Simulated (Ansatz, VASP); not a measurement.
# ZrC: 3 runs at one level of theory

```
Zr C
1.0
     0.00000    2.54552    2.54552
     2.54552    0.00000    2.54552
     2.54552    2.54552    0.00000
Zr C
1 1
Direct
  0.50000 0.50000 0.50000
  0.75000 0.75000 0.75000
```

The cell comes from a database or a generator and needn't be the stable form of this composition.

Alike in all runs: task equation of state; functional PBE; k mesh 9 × 9 × 9; occupations fermi-dirac, width 0.05 eV; no spin polarisation; no spin-orbit coupling.

| program and potentials | plane-wave cutoff (eV) | notes | equilibrium volume (Å³/atom) | bulk modulus (GPa) |
| --- | --- | --- | --- | --- |
| Ansatz, Ansatz PAW | 420 | - | 16.49 | 146.1 |
| VASP, PBE PAW files C, Zr_sv, 520 eV | 520 | - | 16.51 | 145.8 |
| Ansatz, Ansatz PAW (earlier soft set) | 420 | - | 16.49 | 145.9 |

The equilibrium volume spans 16.49 (Ansatz, Ansatz PAW) to 16.51 Å³/atom (VASP, PBE PAW files C, Zr_sv, 520 eV). The bulk modulus spans 145.8 (VASP, PBE PAW files C, Zr_sv, 520 eV) to 146.1 GPa (Ansatz, Ansatz PAW).

The functional is the same throughout but for its coding, so the spread measures potentials, basis and numerics; runs on potential files found faulty are left out.
